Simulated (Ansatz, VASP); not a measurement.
Br in VASP and in Ansatz

```
Br
1.0
     0.00000    2.36220    2.36220
     2.36220    0.00000    2.36220
     2.36220    2.36220    0.00000
Br
1
Direct
  0.00000 0.00000 0.00000
```

Alike in both runs: functional PBE; k mesh 14 × 14 × 14; occupations fermi-dirac, width 0.05 eV; no spin polarisation.

Ansatz relaxed the structure, and its values are those at the end. VASP's run is a single point on that final structure, the one shown.

|  | VASP | Ansatz |
| --- | --- | --- |
| version | VASP 6.6.1 | Ansatz 0.2.0 |
| potentials or method | VASP PAW PBE potentials, release 64 (Br) | PAW with Ansatz's default frozen-core files, scalar-relativistic |
| plane-wave cutoff (eV) | 520 | 420 |
| valence electrons in the cell | 7 | 7 |

```tsv
	VASP	Ansatz	Ansatz less VASP
pressure (GPa)	0.0	0.0	-0.01
```

Caveats: an odd number of electrons without spin polarisation forces a metal; a magnetic or distorted state may lie lower.
